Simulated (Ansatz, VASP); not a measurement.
# CdBr2 in two plane-wave programs, part 2 of 2

Wanted: the spread between two codes on one cell, functional and k mesh. The cell is generated by rule, not measured, and may not be a known phase. The cell is taken from a series of VASP runs on this material, whose earlier steps may have relaxed, scaled or displaced it; both programs get it as it stands.

VASP 6.6.1 and Ansatz 0.2.0.

So far. Step 3 (VASP: band structure, PBE, spin-orbit coupling): The run ends at a pressure of 0.22 GPa.

The structure was built from a prototype and need not be the compound's stable phase.

### 4. Comparison

Known differences besides the potentials themselves: spin-orbit coupling enters by fully relativistic files in Ansatz and inside the spheres in VASP; the data sets hold 34 valence electrons in Ansatz (fully relativistic PAW (standard-fr) files) and 26 in VASP; the cutoff is 420 eV in Ansatz and 400 eV in VASP. Total energies have different zeros and are not compared.

Compared:

```tsv
quantity	Ansatz	VASP	difference
pressure (GPa)	0.38	0.22	+0.15
gap over the path points (eV)	0.238	0.230	+0.008
```

Levels at points of the path, from each program's valence-band top (eV; 8 filled, then empty):

```tsv
k (reciprocal lattice)	Ansatz	VASP
0.000 0.000 0.000	-1.98 -1.98 -1.28 -1.28 -0.74 -0.74 -0.74 -0.74 0.24 0.24 4.52 4.52 4.82 4.82	-1.98 -1.98 -1.27 -1.27 -0.74 -0.74 -0.74 -0.74 0.23 0.23 4.53 4.53 4.82 4.82
0.167 0.000 0.167	-2.38 -2.38 -1.66 -1.66 -0.87 -0.87 -0.53 -0.53 1.34 1.34 4.38 4.38 5.45 5.45	-2.38 -2.38 -1.66 -1.66 -0.87 -0.87 -0.53 -0.53 1.34 1.34 4.38 4.38 5.46 5.46
0.333 0.000 0.333	-3.01 -3.01 -0.67 -0.67 -0.56 -0.56 -0.17 -0.17 1.85 1.85 4.57 4.57 7.25 7.25	-3.01 -3.01 -0.66 -0.66 -0.55 -0.55 -0.17 -0.17 1.85 1.85 4.57 4.57 7.26 7.26
0.500 0.000 0.500	-3.27 -3.27 -0.40 -0.40 -0.03 -0.03 0.00 0.00 1.85 1.85 5.11 5.11 7.91 7.91	-3.27 -3.27 -0.39 -0.39 -0.02 -0.02 0.00 0.00 1.85 1.85 5.11 5.11 7.91 7.91
0.500 0.083 0.583	-3.17 -3.17 -0.60 -0.60 -0.12 -0.12 -0.02 -0.02 1.98 1.98 5.40 5.40 7.36 7.36	-3.17 -3.17 -0.60 -0.60 -0.11 -0.11 -0.02 -0.02 1.98 1.98 5.41 5.41 7.37 7.37
0.500 0.183 0.683	-2.62 -2.62 -1.42 -1.42 -0.17 -0.17 -0.03 -0.03 2.32 2.32 6.19 6.19 6.58 6.58	-2.62 -2.62 -1.42 -1.42 -0.17 -0.17 -0.03 -0.03 2.32 2.32 6.20 6.20 6.58 6.58
0.500 0.250 0.750	-2.06 -2.06 -2.05 -2.05 -0.18 -0.18 -0.03 -0.03 2.43 2.43 6.33 6.33 6.73 6.73	-2.06 -2.06 -2.05 -2.05 -0.17 -0.17 -0.03 -0.03 2.42 2.42 6.34 6.34 6.74 6.74
0.450 0.300 0.750	-2.51 -2.51 -1.58 -1.58 -0.24 -0.24 -0.07 -0.07 2.39 2.39 6.38 6.38 6.57 6.57	-2.51 -2.51 -1.57 -1.57 -0.23 -0.23 -0.06 -0.06 2.39 2.39 6.38 6.38 6.58 6.58
0.408 0.342 0.750	-2.86 -2.86 -1.20 -1.20 -0.41 -0.41 -0.09 -0.09 2.34 2.34 6.27 6.27 6.81 6.81	-2.86 -2.86 -1.20 -1.20 -0.41 -0.41 -0.08 -0.08 2.34 2.34 6.28 6.28 6.81 6.81
0.350 0.350 0.700	-2.92 -2.92 -1.27 -1.27 -0.68 -0.68 -0.12 -0.12 2.45 2.45 6.55 6.55 6.89 6.89	-2.92 -2.92 -1.27 -1.27 -0.67 -0.67 -0.12 -0.12 2.45 2.45 6.56 6.56 6.89 6.89
```

Among the levels compared at these points, filled levels agree within 12 meV and empty ones within 13 meV.

### 5. Ansatz: single point, PBE, spin-orbit coupling

With cell and atoms fixed, the geometry can't cause a difference; cores, projectors, grids and the points listed under the comparison can.

The cell is taken from a series of VASP runs on this material, whose earlier steps may have relaxed, scaled or displaced it; both programs get it as it stands.

Contents of input.yaml:

```yaml
crystal:
  lattice:
    - [0.0, 3.49459, 3.49459]
    - [3.49459, 0.0, 3.49459]
    - [3.49459, 3.49459, 0.0]
  atoms:
    - { symbol: Cd, position: [0.0, 0.0, 0.0] }
    - { symbol: Br, position: [0.25, 0.25, 0.25] }
    - { symbol: Br, position: [0.75, 0.75, 0.75] }
hamiltonian:
  xc: pbe
  pseudopotentials: { kind: paw_fr }
magnetization:
  noncollinear: true
  spin_orbit: true
kpoints:
  mp_grid: { grid: [8, 8, 8] }
scf:
  occupations: { method: gaussian, width: 0.02 }
  n_extra_bands: 8
output:
  forces: true
  stress: true
  eigenvalues: true
  write_density: true
  write_potential: true
  elf: true
  volumetric_format: npy
```

Launch:

```bash
ansatz run input.yaml --threads 2 --pin off --max-ram 4608MiB --backend cpu --events-out ev --progress --plain --runs-dir out
```

Numbers of over 12 decimals in the logs are rounded to 6 here.

Log:

```text
[...]
Crystal: 3 atoms, lattice volume = 85.353 Å³
Basis set: ecut = 420 eV, 1687 PW (Γ), exchange–correlation on 72×72×72 points (8 copies of the dense FFT grid, shifted against one another)
Bands: 42, of which v1, the nominal top of the filled ones, is band 34 counted from 1 (33 counted from 0)
Symmetry: 48 space group operations + 48 with time reversal
[...]
k-point 0: bands = [... 30 lower, 4.4848, 4.4848, 4.4848, 4.4848, 5.4622, 5.4622, 9.7470, 9.7470, ... 4 higher]
  k-point 1: bands = [... 30 lower, 4.1294, 4.1294, 4.3908, 4.3908, 6.2493, 6.2493, 9.9191, 9.9191, ... 4 higher]
  k-point 2: bands = [... 30 lower, 3.8664, 3.8664, 4.1631, 4.1631, 7.2465, 7.2465, 10.4867, 10.4867, ... 4 higher]
  k-point 28: bands = [... 30 lower, 5.0448, 5.0448, 5.1908, 5.1908, 7.6508, 7.6508, 11.5563, 11.5563, ... 4 higher]
[key lines of the parts left out:]
SCF converged after 8 iterations
Magnetization: |M| = 0.0000 μB,  M = (+0.0000, +0.0000, +0.0000) μB
Free energy (F): -13825.974718 eV
Fermi energy:    5.344036 eV
P = ⅓ Tr σ = 0.3774 GPa (3.774 kbar)
```

Wall time 14 s (2 threads of Arm Neoverse V1, shared host); peak memory 0.56 GiB.

The run ends at a pressure of 0.38 GPa.

### 6. VASP: single point, PBE, spin-orbit coupling

The same cell, functional, mesh and smearing now go to VASP, with its own data sets and cutoff.

Contents of INCAR:

```
SYSTEM = CdBr2
PREC = Accurate
ENCUT = 400
EDIFF = 1E-08
NELM = 100
ISMEAR = 0
SIGMA = 0.02
LREAL = .FALSE.
ALGO = Normal
GGA = PE
LNONCOLLINEAR = .TRUE.
MAGMOM = 0 0 0 0 0 0 0 0 0
NBANDS = 38
GGA_COMPAT = .FALSE.
LASPH = .TRUE.
LSORBIT = .TRUE.
LORBIT = 11
LWAVE = .FALSE.
LCHARG = .FALSE.
KPAR = 4
```

Contents of POSCAR:

```
CdBr2
1.0
    0.0000000000      3.4945900000      3.4945900000
    3.4945900000      0.0000000000      3.4945900000
    3.4945900000      3.4945900000      0.0000000000
Cd Br
1 2
Direct
    0.0000000000      0.0000000000      0.0000000000
    0.2500000000      0.2500000000      0.2500000000
    0.7500000000      0.7500000000      0.7500000000
```

Contents of KPOINTS:

```
Automatic mesh
0
Gamma
8 8 8
0 0 0
```

Contents of KPOINTS_OPT:

```
points round the band edges
26
Reciprocal
  0.5000000000   0.5000000000   0.0000000000 1
  0.0000000000   0.0000000000   0.0000000000 1
  0.5000000000   0.4955505498  -0.0044494502 1
  0.5000000000   0.5044494502   0.0044494502 1
  0.4955505498   0.5000000000  -0.0044494502 1
  0.5044494502   0.5000000000   0.0044494502 1
  0.4955505498   0.4955505498   0.0000000000 1
  0.5044494502   0.5044494502   0.0000000000 1
  0.5000000000   0.4833145618  -0.0166854382 1
  0.5000000000   0.5166854382   0.0166854382 1
  0.4833145618   0.5000000000  -0.0166854382 1
  0.5166854382   0.5000000000   0.0166854382 1
  0.4833145618   0.4833145618   0.0000000000 1
  0.5166854382   0.5166854382   0.0000000000 1
  0.0000000000  -0.0044494502  -0.0044494502 1
  0.0000000000   0.0044494502   0.0044494502 1
 -0.0044494502   0.0000000000  -0.0044494502 1
  0.0044494502   0.0000000000   0.0044494502 1
 -0.0044494502  -0.0044494502   0.0000000000 1
  0.0044494502   0.0044494502   0.0000000000 1
  0.0000000000  -0.0166854382  -0.0166854382 1
  0.0000000000   0.0166854382   0.0166854382 1
 -0.0166854382   0.0000000000  -0.0166854382 1
  0.0166854382   0.0000000000   0.0166854382 1
 -0.0166854382  -0.0166854382   0.0000000000 1
  0.0166854382   0.0166854382   0.0000000000 1
```

PAW data sets: Cd and Br (PBE family, release 64).

Launch:

```bash
mpirun -np 4 vasp_ncl
```

Log:

```text
[... set-up lines as in an earlier step ...]
 entering main loop
       N       E                     dE             d eps       ncg     rms          rms(c)
[... 12 cycles as in an earlier step ...]
DAV:  13    -0.585432403663E+01   -0.79656E-07   -0.31023E-06  2542   0.997E-03    0.176E-03
DAV:  14    -0.585432398350E+01    0.53134E-07   -0.10314E-07  2420   0.263E-03    0.938E-04
DAV:  15    -0.585432394011E+01    0.43384E-07   -0.22055E-08  2222   0.128E-03    0.435E-04
DAV:  16    -0.585432396078E+01   -0.20666E-07   -0.94744E-09  2028   0.488E-04    0.299E-04
DAV:  17    -0.585432396450E+01   -0.37187E-08   -0.29639E-09  1638   0.454E-04
   1 F= -.58543240E+01 E0= -.58543240E+01  d E =-.456771E-11  mag=    -0.0000    -0.0000    -0.0000
 Start KPOINTS_OPT (optional k-point list driver)
k-point batch [1-26\26]
       N       E                     dE             ncg
DAV:   1     0.822825216641E+03   -0.78056E+04     2008
DAV:   2    -0.314480024591E+04   -0.39676E+04     2356
DAV:   3    -0.343575403902E+04   -0.29095E+03     2176
DAV:   4    -0.343867444737E+04   -0.29204E+01     2352
[...]
DAV:   8    -0.343870006380E+04   -0.35749E-06     2304
DAV:   9    -0.343870006382E+04   -0.11486E-07     1780
DAV:  10    -0.343870006382E+04    0.20964E-09     1464
```

Parts of OUTCAR (step 6):

```text
  Total        0.1200612      0.1200612      0.1200612     -0.0000000      0.0000000      0.0000000
  in kB        2.2536914      2.2536914      2.2536914     -0.0000000      0.0000000      0.0000000
  external PRESSURE =       2.2536914 kB  Pullay stress =       0.0000000 kB

 POSITION                                       TOTAL-FORCE (eV/Angst)
 -----------------------------------------------------------------------------------
      0.00000      0.00000      0.00000         0.000000     -0.000000     -0.000000
      1.74730      1.74730      1.74730         0.000000      0.000000      0.000000
      5.24188      5.24188      5.24188        -0.000000     -0.000000     -0.000000
 -----------------------------------------------------------------------------------
    total drift:                                0.000000     -0.000000     -0.000000

  FREE ENERGIE OF THE ION-ELECTRON SYSTEM (eV)
  ---------------------------------------------------
  free  energy   TOTEN  =        -5.8543239645 eV

  energy  without entropy=       -5.8543239645  energy(sigma->0) =       -5.85432396

 magnetization (x)
# of ion       s       p       d       tot
------------------------------------------
    1        0.000   0.000  -0.000  -0.000
    2        0.000   0.000  -0.000   0.000
    3        0.000   0.000   0.000   0.000
--------------------------------------------------
tot          0.000   0.000  -0.000   0.000

 magnetization (y)
# of ion       s       p       d       tot
------------------------------------------
    1       -0.000   0.000   0.000   0.000
    2        0.000   0.000   0.000   0.000
    3        0.000   0.000   0.000   0.000
--------------------------------------------------
tot         -0.000   0.000   0.000   0.000

 magnetization (z)
# of ion       s       p       d       tot
------------------------------------------
    1       -0.000   0.000   0.000   0.000
    2       -0.000   0.000   0.000   0.000
    3       -0.000   0.000   0.000   0.000
--------------------------------------------------
tot         -0.000   0.000   0.000   0.000

[... 2 parts as in an earlier step ...]

[... 1 further part left out ...]
[key lines of the parts left out:]
E-fermi :   0.9012
```

The run ends at a pressure of 0.23 GPa.

### 7. Differences

The two programs side by side:

```tsv
quantity	Ansatz	VASP	difference
pressure (GPa)	0.38	0.23	+0.15
gap on the k mesh (eV)	0.238	0.230	+0.008
```

A gap on the mesh is an upper bound, since the band edges may lie between its points.

### 8. What came out

* difference in gap over the path points (band structure, PBE, spin-orbit coupling): 0.0080 eV
* difference in gap on the k mesh (single point, PBE, spin-orbit coupling): 0.0080 eV

In words: The difference in gap on the k mesh is 0.0080 eV (single point, PBE, spin-orbit coupling), within the 0.08 eV picked in this series as the mark of a large difference. 3 further runs of this series are not shown here. Such differences can come from data sets, numerical settings and the points named under the comparisons, not from the functional's error against experiment.

[Lines on the potential files, build, host, timing and source positions are cut from VASP's logs without a mark.]

[Logs are printed without paths, hosts, clocks, repeated set-up lines and the standing remarks that a program may print on its own settings, such as how far it seeks lower states.]

[Hosts, paths, dates, database ids (printed as entryN), source tags and the programs' standing remarks are cut or masked in the printed files.]
